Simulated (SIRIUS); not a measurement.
# Hf under changes of volume

One of the cells (22.320 Å³/atom); the others are scaled copies at fixed shape and fractional positions:

```
CELL_PARAMETERS angstrom
0.00000 2.23470 2.23470
2.23470 0.00000 2.23470
2.23470 2.23470 0.00000
ATOMIC_POSITIONS crystal
Hf 0.00000 0.00000 0.00000
```

This isn't the form of Hf at room conditions, which is hcp.

* Program: SIRIUS 7.12.0
* Functional: PBEsol
* Potentials or basis: PseudoDojo 0.4.1 PBEsol standard (scalar relativistic)
* Cutoff: 807 eV
* Density cutoff: 3227 eV
* k mesh: 10 × 10 × 10
* Occupations: fermi-dirac, width 0.05 eV
* Spin: no spin polarisation

| volume (Å³/atom) | energy over the lowest point (meV/atom) | pressure (GPa) |
| --- | --- | --- |
| 20.569 | 18.80 | 6.1 |
| 21.007 | 5.79 | 3.4 |
| 21.444 | 0.00 | 0.9 |
| 22.320 | ? | ? |
| 22.757 | 19.35 | -5.2 |
| 23.195 | 36.08 | -6.8 |

Problem. What does the run at 22.320 Å³/atom give?

Solution. Energy over the lowest point 7.39 meV/atom; pressure -3.3 GPa.

Worked out: A Birch-Murnaghan fit of order 3 (a polynomial in V^(-2/3)) to the other rows has its minimum at 21.61 Å³/atom with B0 = V·E''(V) = 113 GPa and B' = 4.1. It gives 7.42 meV/atom at 22.320 Å³/atom, against the run's 7.39, and -dE/dV = -3.4 GPa, against -3.3.

Energies are extrapolated to zero smearing.
